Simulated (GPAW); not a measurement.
The system is Ag.

```
CELL_PARAMETERS angstrom
1.47305 0.85046 7.20465
-1.47305 0.85046 7.20465
0.00000 -1.70093 7.20465
ATOMIC_POSITIONS crystal
Ag 0.22228 0.22228 0.22228
Ag 0.77772 0.77772 0.77772
Ag 0.00000 0.00000 0.00000
```

This isn't the form of Ag at room conditions, which is fcc.

Base run:

| Item | Value |
| --- | --- |
| Program | GPAW 26.7.0 |
| Functional | PBEsol |
| Potentials or basis | PAW data sets generated in the run's folder for this functional |
| Cutoff | 600 eV |
| Basis | pw |
| k mesh | 7 × 7 × 7 |
| Occupations | fermi-dirac, width 0.05 eV |
| Spin | no spin polarisation |

Its results: pressure -7.8 GPa; largest force 0.012 eV/Å.

Question: The run is repeated on the same cell with these changes: functional from PBEsol to LDA; potentials or basis from PAW data sets generated in the run's folder for this functional to the program's PAW data sets (release 1.2.1) made for this functional. What comes out?

Answer: Pressure -12.0 GPa; largest force 0.014 eV/Å.

Not every run made on this cell is shown here.
